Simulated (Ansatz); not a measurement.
# ZnS (P6_3mc), one atom moved along a line

The calculation used Ansatz, DFT r2SCAN, scalar-relativistic, plane waves, PAW. Settings: plane waves to 500 eV, k-mesh 6×6×2 (Γ-centred), Gaussian smearing 0.05 eV. No spin polarisation. Energies are free energies at this smearing, counted from the undisturbed cell; pressure is positive in compression.

Reference structure (as given, not relaxed at this level; it stands at -0.9 GPa):

```
Zn S
1.0
     3.82270    0.00000    0.00000
    -1.91135    3.31056    0.00000
     0.00000    0.00000   12.52000
Zn S
4 4
Direct
  0.00000 0.00000 0.00000
  0.00000 0.00000 0.50000
  0.33333 0.66667 0.25000
  0.66667 0.33333 0.75000
  0.00000 0.00000 0.18750
  0.00000 0.00000 0.68750
  0.33333 0.66667 0.43750
  0.66667 0.33333 0.93750
```

Atom 3 (Zn) is moved by x along the Cartesian unit vector (0.000, 0.000, 1.000); the cell and all other atoms stay fixed.

```csv
x (Å),ΔE (meV/cell)
-0.4500,537.0
-0.3375,339.7
-0.2250,169.9
-0.1125,48.1
0.0000,0.0
0.1125,58.9
0.2250,271.1
0.3375,705.0
0.3938,1035.9
0.4500,1464.0
```

Q: Predict the gap on the mesh (eV) at each point.

A:
```tsv
x (Å)	gap on the mesh (eV)
-0.4500	1.66
-0.3375	2.04
-0.2250	2.38
-0.1125	2.61
0.0000	2.69
0.1125	2.59
0.2250	2.38
0.3375	2.10
0.3938	1.95
0.4500	1.79
```